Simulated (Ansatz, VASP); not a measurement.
# Cross-check of TaSi2 between VASP and Ansatz, part 2 of 2

Wanted: the spread between two codes on one cell, functional and k mesh. The cell is taken from a series of runs on this material, whose earlier steps may have relaxed, scaled, displaced or heated it; both programs get it as it stands.

VASP 6.6.1 and Ansatz 0.2.0.

So far: Set-up; Ansatz: relaxation of cell and atoms, r2SCAN.

## 3. VASP: relaxation of cell and atoms, r2SCAN

Level of this step: r2SCAN; plane waves and PAW (Ta_pv, Si) (VASP).

The same cell, functional, mesh and smearing now go to VASP, with its own data sets.

Lines of VASP's logs that name or quote its potential files are left out, and so is its time.

INCAR

```
SYSTEM = TaSi2
PREC = Accurate
ENCUT = 550
EDIFF = 1E-07
NELM = 120
ISMEAR = 0
SIGMA = 0.1
LREAL = .FALSE.
ALGO = Normal
METAGGA = R2SCAN
LASPH = .TRUE.
NBANDS = 37
LORBIT = 11
LWAVE = .FALSE.
LCHARG = .FALSE.
ISIF = 3
IBRION = 2
NSW = 80
EDIFFG = -0.005
GGA_COMPAT = .FALSE.
NELMIN = 4
LMIXTAU = .TRUE.
KPAR = 2
```

POSCAR

```
TaSi2
1.0
    4.7839000000      0.0000000000      0.0000000000
   -2.3919500000      4.1429790000      0.0000000000
    0.0000000000      0.0000000000      6.5700000000
Ta Si
3 6
Direct
    0.5000000000      0.0000000000      0.0000000000
    0.4999999397      0.4999998793      0.6666666667
    0.9999999397      0.4999998793      0.3333333333
    0.1589700310      0.3179400620      0.0000000000
    0.8410299289      0.1589699103      0.6666666667
    0.6820600186      0.8410300897      0.3333333333
    0.8410299690      0.6820599380      0.0000000000
    0.1589700711      0.8410300897      0.6666666667
    0.3179399814      0.1589699103      0.3333333333
```

KPOINTS

```
Automatic mesh
0
Gamma
9 9 6
0 0 0
```

Potentials, in the order of the species: Ta_pv and Si (PBE family, release 64).

Launch:

```
> mpirun -np 2 vasp_std
```

Numbers of over 12 decimals in the logs are rounded to 6 here.

Output:

```text
[banner, memory and clock lines left out]
running    2 mpi-ranks, on    1 nodes
 distrk:  each k-point on    1 cores,    2 groups
 distr:  one band on    1 cores,    1 groups

 POSCAR found type information on POSCAR TaSi
 POSCAR found :  2 types and       9 ions
|                                                                             |
|               ----> ADVICE to this user running VASP <----                  |
|                                                                             |
|     You enforced a specific xc type in the INCAR file but a different       |
|     [... a line on the potential file left out ...]
|     I HOPE YOU KNOW WHAT YOU ARE DOING!                                     |
|                                                                             |

 LDA part: xc-table for (None), standard interpolation
 POSCAR, INCAR and KPOINTS ok, starting setup
 FFT: planning ... GRIDC
 FFT: planning ... GRID_SOFT
 FFT: planning ... GRID
 WAVECAR not read
 entering main loop
       N       E                     dE             d eps       ncg     rms          rms(c)
DAV:   1     0.274059530809E+03    0.27406E+03   -0.30124E+04  3552   0.157E+03
DAV:   2    -0.193723313777E+03   -0.46778E+03   -0.45597E+03  4054   0.391E+02
DAV:   3    -0.214809864863E+03   -0.21087E+02   -0.20694E+02  4531   0.720E+01
DAV:   4    -0.215224457416E+03   -0.41459E+00   -0.41152E+00  4544   0.977E+00
DAV:   5    -0.215230504193E+03   -0.60468E-02   -0.60365E-02  4418   0.125E+00    0.333E+01
DAV:   6    -0.204714885028E+03    0.10516E+02   -0.71219E+00  4597   0.176E+01    0.151E+01
DAV:   7    -0.200019382006E+03    0.46955E+01   -0.21399E+00  4049   0.821E+00    0.393E+00
DAV:   8    -0.202370063857E+03   -0.23507E+01   -0.18618E+00  4043   0.738E+00    0.189E+00
DAV:   9    -0.202417061302E+03   -0.46997E-01   -0.16494E-01  4117   0.248E+00    0.381E-01
DAV:  10    -0.202416773804E+03    0.28750E-03   -0.21617E-02  4582   0.801E-01    0.253E-01
DAV:  11    -0.202417548270E+03   -0.77447E-03   -0.66904E-03  4345   0.560E-01    0.755E-02
DAV:  12    -0.202417161855E+03    0.38641E-03   -0.26107E-03  4319   0.333E-01    0.387E-02
DAV:  13    -0.202417281248E+03   -0.11939E-03   -0.28254E-04  4123   0.136E-01    0.256E-02
DAV:  14    -0.202417268832E+03    0.12416E-04   -0.18309E-04  4326   0.981E-02    0.145E-02
DAV:  15    -0.202417267545E+03    0.12880E-05   -0.46559E-05  4305   0.475E-02    0.412E-03
DAV:  16    -0.202417268092E+03   -0.54722E-06   -0.11062E-05  4081   0.230E-02    0.357E-03
DAV:  17    -0.202417268121E+03   -0.28913E-07   -0.57542E-06  4007   0.181E-02    0.149E-03
DAV:  18    -0.202417267845E+03    0.27588E-06   -0.19355E-06  4016   0.123E-02    0.536E-04
DAV:  19    -0.202417269226E+03   -0.13815E-05   -0.10210E-07  2596   0.274E-03    0.220E-04
DAV:  20    -0.202417268144E+03    0.10825E-05   -0.27436E-08  2421   0.122E-03    0.149E-04
DAV:  21    -0.202417268673E+03   -0.52879E-06   -0.55658E-09  2386   0.594E-04    0.552E-05
DAV:  22    -0.202417268570E+03    0.10241E-06   -0.10020E-09  2351   0.248E-04    0.309E-05
DAV:  23    -0.202417268555E+03    0.14865E-07   -0.45500E-10  2346   0.153E-04
   1 F= -.20241727E+03 E0= -.20240675E+03  d E =-.202417E+03
[...]
2 F= -.20241766E+03 E0= -.20240736E+03  d E =-.389214E-03
[...]
3 F= -.20241878E+03 E0= -.20240838E+03  d E =-.151488E-02
[...]
4 F= -.20241961E+03 E0= -.20240928E+03  d E =-.824899E-03
 trial-energy change:   -0.000825  1 .order   -0.000832   -0.001391   -0.000272
 step:   1.1386(harm=  1.1281)  dis= 0.00440  next Energy=  -202.419643 (dE=-0.859E-03)
 bond charge predicted
       N       E                     dE             d eps       ncg     rms          rms(c)
DAV:   1    -0.202419643864E+03   -0.35512E-04   -0.20599E-03  3746   0.246E-01    0.405E-02
DAV:   2    -0.202419642737E+03    0.11265E-05   -0.92669E-05  4641   0.519E-02    0.163E-02
DAV:   3    -0.202419640691E+03    0.20462E-05   -0.75261E-06  4348   0.169E-02    0.353E-03
DAV:   4    -0.202419639564E+03    0.11272E-05   -0.19524E-06  4225   0.700E-03    0.196E-03
DAV:   5    -0.202419640000E+03   -0.43603E-06   -0.62241E-07  3951   0.508E-03    0.153E-03
DAV:   6    -0.202419639591E+03    0.40855E-06   -0.20414E-07  2633   0.271E-03    0.720E-04
DAV:   7    -0.202419639671E+03   -0.79477E-07   -0.28234E-08  2296   0.114E-03
   5 F= -.20241964E+03 E0= -.20240932E+03  d E =-.856235E-03
 curvature:  -0.72 expect dE=-0.622E-05 dE for cont linesearch -0.790E-07
 trial: gam= 0.00583 g(F)=  0.757E-06 g(S)=  0.790E-05 ort =-0.147E-04 (trialstep = 0.954E+00)
 search vector abs. value=  0.856E-05
 reached required accuracy - stopping structural energy minimisation
```

OUTCAR, selected parts (step 3):

```text
ion  position               nearest neighbor table
   1  0.500  0.000  0.000-   5 2.61   6 2.61   8 2.61   9 2.61   4 2.73   7 2.73   4 2.73   7 2.73
                             4 2.83   7 2.83   2 3.24   3 3.24   3 3.24   2 3.24
   2  0.500  0.500  0.667-   4 2.61   9 2.61   7 2.61   6 2.61   8 2.73   5 2.73   5 2.73   8 2.73
                             5 2.83   8 2.83   1 3.24   3 3.24   3 3.24   1 3.24
   3  1.000  0.500  0.333-   4 2.61   5 2.61   7 2.61   8 2.61   6 2.73   9 2.73   9 2.73   6 2.73
                             9 2.83   6 2.83   1 3.24   2 3.24   2 3.24   1 3.24
   4  0.159  0.318  0.000-   9 2.56   5 2.56   3 2.61   2 2.61   7 2.63   1 2.73   1 2.73   1 2.83
                             7 2.83   7 2.83
   5  0.841  0.159  0.667-   6 2.56   4 2.56   1 2.61   3 2.61   8 2.63   2 2.73   2 2.73   2 2.83
                             8 2.83   8 2.83
   6  0.682  0.841  0.333-   5 2.56   7 2.56   1 2.61   2 2.61   9 2.63   3 2.73   3 2.73   3 2.83
                             9 2.83   9 2.83
   7  0.841  0.682  0.000-   6 2.56   8 2.56   2 2.61   3 2.61   4 2.63   1 2.73   1 2.73   1 2.83
                             4 2.83   4 2.83
   8  0.159  0.841  0.667-   9 2.56   7 2.56   1 2.61   3 2.61   5 2.63   2 2.73   2 2.73   2 2.83
                             5 2.83   5 2.83
   9  0.318  0.159  0.333-   8 2.56   4 2.56   1 2.61   2 2.61   6 2.63   3 2.73   3 2.73   3 2.83
                             6 2.83   6 2.83

  LATTYP: Found a hexagonal cell.
 ALAT       =     4.7839000000
 C/A-ratio  =     1.3733564665

 Subroutine GETGRP returns: Found 12 space group operations
 (whereof  4 operations were pure point group operations)

The static configuration has the point symmetry D_2 .
 The point group associated with its full space group is D_6 .

 Found     48 irreducible k-points:

   k-points           NKPTS =     48   k-points in BZ     NKDIM =     48   number of bands    NBANDS=     37

   dimension x,y,z NGX =    40 NGY =   40 NGZ =   50
   dimension x,y,z NGXF=    80 NGYF=   80 NGZF=  100

   ENCUT  =  550.0 eV  40.42 Ry    6.36 a.u.   9.15  9.15 12.56*2*pi/ulx,y,z

   NELECT =      57.0000    total number of electrons

 k-points in reciprocal lattice and weights: Automatic mesh
   0.00000000  0.00000000  0.00000000       0.002
   0.11111111  0.00000000  0.00000000       0.012
   0.22222222  0.00000000  0.00000000       0.012
   0.33333333  0.00000000  0.00000000       0.012
   0.44444444  0.00000000  0.00000000       0.012
   0.11111111  0.11111111  0.00000000       0.012
   0.22222222  0.11111111  0.00000000       0.025
   0.33333333  0.11111111  0.00000000       0.025
   0.44444444  0.11111111  0.00000000       0.012
[...]
0.33333333  0.22222222  0.50000000       0.025
   0.33333333  0.33333333  0.50000000       0.004

 average (electrostatic) potential at core
       1 -38.7810       2 -38.7810       3 -38.7810       4 -83.2368       5 -83.2367
       6 -83.2367       7 -83.2368       8 -83.2367       9 -83.2367

 E-fermi :   9.3896

 k-point     1 :       0.0000    0.0000    0.0000
  band No.  band energies     occupation
    ...
     25       6.7465      2.00000
     26       6.7465      2.00000
     27       7.0360      2.00000
     28       7.0360      2.00000
     29       7.6889      2.00000
     30      10.2458      0.00000
     31      12.5802      0.00000
     32      12.5802      0.00000
     33      13.1343      0.00000
     34      13.1731      0.00000
    ...

 k-point     2 :       0.1111    0.0000    0.0000
  band No.  band energies     occupation
    ...
     25       6.6575      2.00000
     26       7.0123      2.00000
     27       7.1253      2.00000
     28       7.2876      2.00000
     29       7.6389      2.00000
     30      10.2898      0.00000
     31      12.2143      0.00000
     32      12.5195      0.00000
     33      12.6487      0.00000
     34      13.0322      0.00000
    ...

 k-point     3 :       0.2222    0.0000    0.0000
  band No.  band energies     occupation
    ...
     25       7.1407      2.00000
     26       7.3209      2.00000
     27       7.3351      2.00000
     28       7.6673      2.00000
     29       7.7152      2.00000
     30      10.0314      0.00000
     31      11.4863      0.00000
     32      11.8473      0.00000
     33      12.4616      0.00000
     34      12.5830      0.00000
    ...

  Total        0.0229504      0.0229504     -0.0205177      0.0000000      0.0000000      0.0000000
  in kB        0.2831431      0.2831431     -0.2531309      0.0000000      0.0000000      0.0000000
  external PRESSURE =       0.1043851 kB  Pullay stress =       0.0000000 kB

  energy-cutoff  :      550.00
  volume of cell :      129.87
      direct lattice vectors                 reciprocal lattice vectors
     4.781904362 -0.000000000  0.000000000     0.209121706  0.120736471  0.000000000
    -2.390952181  4.141250727 -0.000000000     0.000000000  0.241472943  0.000000000
     0.000000000 -0.000000000  6.557857353     0.000000000  0.000000000  0.152488831

 POSITION                                       TOTAL-FORCE (eV/Angst)
 -----------------------------------------------------------------------------------
      2.39095     -0.00000      0.00000        -0.000000     -0.000000     -0.000000
      1.19548      2.07062      4.37190        -0.000000     -0.000000     -0.000000
      3.58643      2.07062      2.18595        -0.000000      0.000000     -0.000000
      0.00000      1.31012     -0.00000        -0.000000      0.001617     -0.000000
      3.64731      0.65506      4.37190        -0.001401      0.000809      0.000000
      1.25636      3.48619      2.18595        -0.001401     -0.000809     -0.000000
      2.39095      2.83113     -0.00000        -0.000000     -0.001617     -0.000000
     -1.25636      3.48619      4.37190         0.001401     -0.000809      0.000000
      1.13460      0.65506      2.18595         0.001401      0.000809      0.000000
 -----------------------------------------------------------------------------------
    total drift:                                0.000007      0.000342     -0.000017

  FREE ENERGIE OF THE ION-ELECTRON SYSTEM (eV)
  ---------------------------------------------------
  free  energy   TOTEN  =      -202.4196396707 eV

  energy  without entropy=     -202.3990074177  energy(sigma->0) =     -202.40932354

 reached required accuracy - stopping structural energy minimisation

 total charge
# of ion       s       p       d       tot
------------------------------------------
    1        0.292   6.203   2.527   9.022
    2        0.292   6.203   2.527   9.022
    3        0.292   6.203   2.527   9.022
    4        0.742   0.901   0.000   1.644
    5        0.742   0.901   0.000   1.644
    6        0.742   0.901   0.000   1.644
    7        0.742   0.901   0.000   1.644
    8        0.742   0.901   0.000   1.644
    9        0.742   0.901   0.000   1.644
--------------------------------------------------
tot          5.331  24.018   7.580  36.929

[... 3 further parts left out ...]
```

CONTCAR:

```
TaSi2
   1.00000000000000
     4.7819043621141333   -0.0000000000000000    0.0000000000000000
    -2.3909521810570666    4.1412507268050183   -0.0000000000000000
     0.0000000000000000   -0.0000000000000000    6.5578573533680729
  Ta              Si
     3     6
Direct
     0.5000000000000000    0.0000000000000000    0.0000000000000000
     0.4999999396999968    0.4999998792999989    0.6666666667000030
     0.9999999396999968    0.4999998792999989    0.3333333332999970
     0.1581790810278710    0.3163581620557349    0.0000000000000000
     0.8418208788721472    0.1581789603278699    0.6666666667000030
     0.6836419185442774    0.8418210396721302    0.3333333332999970
     0.8418209189721291    0.6836418379442653    0.0000000000000000
     0.1581791211278528    0.8418210396721302    0.6666666667000030
     0.3163580814557227    0.1581789603278699    0.3333333332999970
```

## 4. Differences

Known differences besides the potentials themselves: VASP keeps PBE cores, Ansatz makes them for the functional; the data sets hold 63 valence electrons in Ansatz (on its default PAW (the set named soft_2) files) and 57 in VASP; the cutoff is 500 eV in Ansatz and 550 eV in VASP; Ansatz adds a Pulay correction to the stress that steers its cell, VASP none. Total energies have different zeros and are not compared.

The two programs side by side:

```csv
quantity,Ansatz,VASP,difference
volume (Å³),129.69,129.87,-0.14 %
"edge a after relaxation, in the typed setting (Å)",4.779,4.782,-0.06 %
"edge c after relaxation, in the typed setting (Å)",6.556,6.558,-0.03 %
```

## 5. Summary of results

```yaml
difference_in_volume_relaxation_of_cell_and_atoms_r2scan: -0.14 %
```

What this shows: The difference in volume is -0.14 % (relaxation of cell and atoms, r2SCAN), within the 1.2 % picked in this series as the mark of a large difference, as far as the stopping tolerances let one tell. The data sets hold unlike numbers of valence electrons (63 in Ansatz and 57 in VASP), so part of the differences comes from the potentials. Such differences can come from data sets, numerical settings and the points named under the comparisons, not from the functional's error against experiment.

[Lines on the potential files, build, host, timing and source positions are cut from VASP's logs without a mark.]

[Logs are printed without paths, hosts, clocks, repeated set-up lines and the standing remarks that a program may print on its own settings, such as how far it seeks lower states.]

[Hosts, paths, dates, database ids (printed as entryN), source tags and the programs' standing remarks are cut or masked in the printed files.]
